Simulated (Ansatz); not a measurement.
Crystal: Hf.

```
CELL_PARAMETERS angstrom
-1.80500 1.80500 1.80500
1.80500 -1.80500 1.80500
1.80500 1.80500 -1.80500
ATOMIC_POSITIONS crystal
Hf 0.00000 0.00000 0.00000
```

This isn't the form of Hf at room conditions, which is hcp.

Base run:

| Quantity | Value |
| --- | --- |
| Program | Ansatz 0.2.0 |
| Functional | PBEsol |
| Potentials or basis | all-electron LAPW, scalar-relativistic |
| Cutoff | 213 eV |
| Density cutoff | 853 eV |
| Basis error allowed | 0.001 eV/atom |
| k mesh | 10 × 10 × 10 |
| Occupations | fermi-dirac, width 0.05 eV |
| Spin | no spin polarisation |

Its results: pressure -9.0 GPa.

Question: The run is repeated on the same cell with these changes: functional from PBEsol to LDA. What comes out?

Answer: Pressure -12.6 GPa.

LDA binds more tightly than PBEsol, so the same cell stands under less pressure.

Not every run made on this cell is shown here.
